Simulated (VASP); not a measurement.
The system is As2Pt (Sperrylite).

```
As Pt
1.0
     5.96650    0.00000    0.00000
     0.00000    5.96650    0.00000
     0.00000    0.00000    5.96650
As Pt
8 4
Direct
  0.38300 0.38300 0.38300
  0.11700 0.61700 0.88300
  0.88300 0.11700 0.61700
  0.61700 0.88300 0.11700
  0.61700 0.61700 0.61700
  0.88300 0.38300 0.11700
  0.11700 0.88300 0.38300
  0.38300 0.11700 0.88300
  0.00000 0.00000 0.00000
  0.50000 0.00000 0.50000
  0.50000 0.50000 0.00000
  0.00000 0.50000 0.50000
```

```yaml
Program: VASP 6.6.1
Task: relaxation of cell and atoms
Functional: PBE
Potentials_or_basis: VASP PAW PBE potentials, release 64 (As, Pt)
Cutoff: 600 eV
k_mesh: 6 × 6 × 6
Occupations: gaussian, width 0.03 eV
Spin: no spin polarisation
```

At the start: pressure 7.1 GPa; volume 17.70 Å³/atom.

Q: Where does the relaxation end?

A: Over 6 steps the energy falls by 17.5 meV/atom and the volume is 18.53 Å³/atom (+4.7 %); space group Pa-3 (No. 205, to 0.05 Å).

The path:
```tsv
step	energy change (eV)	largest force (eV/Å)	pressure (GPa)	volume (Å³)
1	0.0000	0.0033	7.09	212.40
2	0.1674	0.1394	-7.53	237.39
3	-0.2097	0.0591	-0.10	222.54
4	-0.2098	0.0578	0.01	222.34
5	-0.2105	0.0134	0.01	222.37
6	-0.2106	0.0004	0.02	222.37
```

Final structure:
```
As Pt
1.0
     6.05846    0.00000    0.00000
     0.00000    6.05846    0.00000
     0.00000    0.00000    6.05846
As Pt
8 4
Cartesian
  2.3222 2.3222 2.3222
  0.7070 3.7363 5.3514
  5.3514 0.7070 3.7363
  3.7363 5.3514 0.7070
  3.7363 3.7363 3.7363
  5.3514 2.3222 0.7070
  0.7070 5.3514 2.3222
  2.3222 0.7070 5.3514
  0.0000 0.0000 0.0000
  3.0292 0.0000 3.0292
  3.0292 3.0292 0.0000
  0.0000 3.0292 3.0292
```
